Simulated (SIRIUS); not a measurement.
## Cu: single point with PBE

Cu:

```
CELL_PARAMETERS angstrom
2.53410 0.00000 0.00000
-1.26705 2.19459 0.00000
0.00000 0.00000 4.11257
ATOMIC_POSITIONS crystal
Cu 0.66667 0.33333 0.75000
Cu 0.33333 0.66667 0.25000
```

This isn't the form of Cu at room conditions, which is fcc.

| Quantity | Value |
| --- | --- |
| Program | SIRIUS 7.10.0 |
| Task | single point |
| Functional | PBE |
| Potentials or basis | PseudoDojo 0.4.1 PBE standard (scalar relativistic) |
| Cutoff | 1254 eV |
| Density cutoff | 5016 eV |
| k mesh | 12 × 12 × 7 |
| Occupations | fermi-dirac, width 0.05 eV |
| Spin | no spin polarisation |

```json
{
 "Pressure": "7.2 GPa",
 "Band gap on the k mesh": "none (metal or under the smearing width)"
}
```

Stress tensor (GPa, compression positive):
```
7.00 0.00 0.00
0.00 7.00 0.00
0.00 0.00 7.54
```

Run time: 89 s on 1 thread of Arm Neoverse V1 (shared host), peak memory 0.47 GiB.
